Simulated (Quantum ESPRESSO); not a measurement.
# CdSe under changes of volume

One of the cells (28.942 Å³/atom); the others are scaled copies at fixed shape and fractional positions:

```
CELL_PARAMETERS angstrom
0.00000 3.07027 3.07027
3.07027 0.00000 3.07027
3.07027 3.07027 0.00000
ATOMIC_POSITIONS crystal
Cd 0.00000 0.00000 0.00000
Se 0.25000 0.25000 0.25000
```

Measurements of this composition are mostly on another form, of space group No. 186.

| Property | Result |
| --- | --- |
| Program | Quantum ESPRESSO 7.5 |
| Functional | r2SCAN |
| Potentials or basis | SG15 PBE 1.2 |
| Cutoff | 952 eV |
| Density cutoff | 3810 eV |
| k mesh | 5 × 5 × 5 |
| Occupations | fermi-dirac, width 0.05 eV |
| Spin | no spin polarisation |

| volume (Å³/atom) | energy over the lowest point (meV/atom) | pressure (GPa) | gap on the mesh (eV) |
| --- | --- | --- | --- |
| 27.206 | ? | ? | ? |
| 27.784 | 7.94 | 2.3 | 0.92 |
| 28.363 | 1.89 | 1.1 | 0.88 |
| 28.942 | 0.00 | 0.0 | 0.84 |
| 29.521 | 1.82 | -1.0 | 0.79 |
| 30.100 | 6.96 | -1.9 | 0.75 |
| 30.679 | 15.05 | -2.6 | 0.71 |

Problem. What does the run at 27.206 Å³/atom give?

Solution. Energy over the lowest point 18.64 meV/atom; pressure 3.6 GPa; gap on the mesh 0.97 eV.

Worked out: A Birch-Murnaghan fit of order 3 (a polynomial in V^(-2/3)) to the other rows has its minimum at 28.94 Å³/atom with B0 = V·E''(V) = 51 GPa and B' = 4.7. It gives 18.63 meV/atom at 27.206 Å³/atom, against the run's 18.64, and -dE/dV = 3.7 GPa, against 3.6. A straight line through the other rows of the gap, of slope -2.15 eV per unit of ln V (its deformation potential), extrapolates to 0.97 eV, against the run's 0.97.

Energies are extrapolated to zero smearing.

Caveats: the potentials were made for another functional, which shifts forces and pressure.

Spin-orbit coupling on Cd, Se is left out.
